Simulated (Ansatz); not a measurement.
SnS2, CdI2 type: an Ansatz output whose functional has been blanked. The cell was relaxed with r2SCAN+rVV10 and then strained (epitaxial -3.0 % in the xy plane, free normal strain +2.23 %), with the atoms relaxed again with r2SCAN+rVV10; k points keep the names of the unstrained zone.

```
Sn S
1.0
     3.55093    0.00000    0.00000
    -1.77547    3.07520    0.00000
     0.00000    0.00000    6.09498
Sn S
1 2
Cartesian
  0.0000 0.0000 0.0000
  0.0000 2.0501 1.5024
  1.7755 1.0251 4.5926
```

```
scf.n_extra_bands = 4 over 13 filled bands (N_el = 26.0): the run solves 17 bands
Crystal: 3 atoms, lattice volume = 66.556 Å³
Basis set: ecut = 420 eV, 1287 PW (Γ)
Symmetry: 12 space group operations
Space group: P-3m1 (ITA 164)
k-points: 69 of 576
SCF converged after 7 iterations
Free energy (F): -7829.320333 eV
Fermi energy:    7.516244 eV
--- Forces (eV/Å), atoms counted from 1 ---
  atom   1  Sn      0.00000      0.00000      0.00000
  atom   2  S       0.00000      0.00000      0.24630
  atom   3  S       0.00000      0.00000    -0.24630
--- Stress (GPa, compression-positive) ---
        8.347821       0.000000       0.000000
        0.000000       8.347821       0.000000
        0.000000       0.000000       3.571524
  P = ⅓ Tr σ = 6.7557 GPa (67.557 kbar)
--- Band table (eV; the first three rows and the last of 69) ---
  k-point 0: bands = […, 0.9233, 6.2996, 6.2996, 6.3836, 6.6214, 6.6214, 9.1212, 10.7654, 12.4809, 12.4809]
  k-point 1: bands = […, 1.3382, 5.4860, 6.2636, 6.2636, 6.6742, 6.6742, 9.7736, 10.7995, 12.3860, 12.3860]
  k-point 2: bands = […, 1.8841, 4.6242, 6.2350, 6.2350, 6.7198, 6.7198, 10.2600, 10.8279, 12.2955, 12.2955]
  k-point 68: bands = […, -0.3826, 2.6057, 2.6057, 3.0449, 6.1805, 6.1805, 9.7733, 11.9449, 11.9449, 13.9002]
```

The file bands.tsv (bands near the Fermi energy, numbered from 0, rounded):
```tsv
# k_distance	band_8	band_9	band_10	band_11	band_12	band_13	band_14	band_15	band_16
# fermi_ev = 7.516244
# [0, 0, 0] at k_distance = 0.000000
# [0.5, 0, 0] at k_distance = 1.021591
# [0.3333333333, 0.3333333333, 0] at k_distance = 1.611406
# [0, 0, 0.5] at k_distance = 2.898732
# [0.5, 0, 0.5] at k_distance = 3.920322
# [0.3333333333, 0.3333333333, 0.5] at k_distance = 4.510138
# [0, -0.5, 0.25] at k_distance = 6.652307
# [0, 0.130208, -0.161458] at k_distance = 8.008000
# [0, 0.473958, 0.361979] at k_distance = 8.893695
# levels_relative_to = fermi_ev
0.000	-1.217	-1.217	-1.133	-0.895	-0.895	1.605	3.249	4.965	4.965
1.022	-5.422	-3.619	-3.173	-1.859	-1.025	1.028	3.793	5.100	5.515
1.611	-4.511	-4.511	-4.198	-2.199	-2.199	1.354	5.913	5.913	7.279
2.899	-2.892	-1.281	-1.281	-0.796	-0.796	2.744	3.312	4.779	4.779
3.920	-5.757	-3.056	-2.837	-1.559	-1.282	0.713	3.857	4.655	5.337
4.510	-4.911	-4.911	-4.471	-1.336	-1.336	2.257	4.429	4.429	6.384
6.652	-5.600	-3.279	-3.118	-1.607	-1.152	0.769	3.873	5.252	5.462
8.008	-2.659	-1.872	-1.770	-1.183	-0.723	2.534	3.958	4.762	5.205
8.894	-5.660	-3.069	-2.982	-1.597	-1.235	0.683	3.951	4.906	5.403
```
In order the rows are Γ, M, K, A, L, H, (0, -1/2, 1/4), (0, 0.130, -0.161), (0, 0.474, 0.362).

Problem. Which functional gave these numbers?
A. PBE
B. LDA
C. r2SCAN
D. r2SCAN0

Solution. A. PBE. There is no exchange loop, so no exact exchange. With PBE the valence top lies at k = (0, 0.130, -0.161) and the conduction bottom at k = (0, 0.474, 0.362), 1.41 eV higher; the smallest vertical gap, at k = (0, 0.474, 0.362), is 1.92 eV. The log narrows the family; the member has to be judged from the numbers.

Run as `ansatz run input.yaml --threads 2 --pin off --max-ram 2211MiB --backend cpu --events-out ev --progress --plain --runs-dir out`. It took 3 s on 2 threads of Arm Neoverse V1, on a shared host, load about 0.5 per core; peak host memory 0.36 GiB.

Spin-unpolarised throughout; all numbers are computed.

No spin-orbit coupling is included; it can move band edges with weight on the heavy atoms by tenths of an eV.
